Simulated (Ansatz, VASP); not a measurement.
One calculation of Si3N4, two programs

```
Si N
1.0
    -3.23735    3.23735    3.23735
     3.23735   -3.23735    3.23735
     3.23735    3.23735   -3.23735
Si N
6 8
Direct
  0.25000 0.12500 0.87500
  0.87500 0.25000 0.12500
  0.75000 0.37500 0.62500
  0.62500 0.75000 0.37500
  0.12500 0.87500 0.25000
  0.37500 0.62500 0.75000
  0.56280 0.56280 0.56280
  0.43720 0.50000 0.00000
  0.50000 0.00000 0.93720
  0.00000 0.43720 0.50000
  0.93720 0.50000 0.00000
  0.06280 0.06280 0.06280
  0.00000 0.93720 0.50000
  0.50000 0.00000 0.43720
```

Measurements of this composition are mostly on another form, of space group No. 176.

Alike in both runs: task relaxation of cell and atoms; functional PBE; dispersion D3(BJ); k mesh 4 × 4 × 4; occupations gaussian, width 0.02 eV; no spin polarisation.

|  | VASP | Ansatz |
| --- | --- | --- |
| version | VASP 6.6.1 | Ansatz 0.2.0 |
| potentials or method | VASP PAW PBE potentials, release 64 (Si, N) | scalar-relativistic, plane waves, PAW |
| plane-wave cutoff (eV) | 600 | 420 |
| valence electrons in the cell | 64 | 64 |

VASP gave:

| Property | Result |
| --- | --- |
| gap on the k mesh at the Fermi level, each at its own relaxed structure (eV) | 4.14 |
| relaxed volume (Å³/atom) | 9.57 |
| relaxed cell length with the largest relative difference (Å) | 5.584 |
| energy change over the relaxation (meV/atom) | -1 |

Q: What did Ansatz give for the same quantities?

A: gap on the k mesh at the Fermi level, each at its own relaxed structure (eV): 4.14; relaxed volume (Å³/atom): 9.59; relaxed cell length with the largest relative difference (Å): 5.587; energy change over the relaxation (meV/atom): -1.

A k mesh can miss the band edges. A hybrid or GW would open this gap; PBE tends to underestimate it.
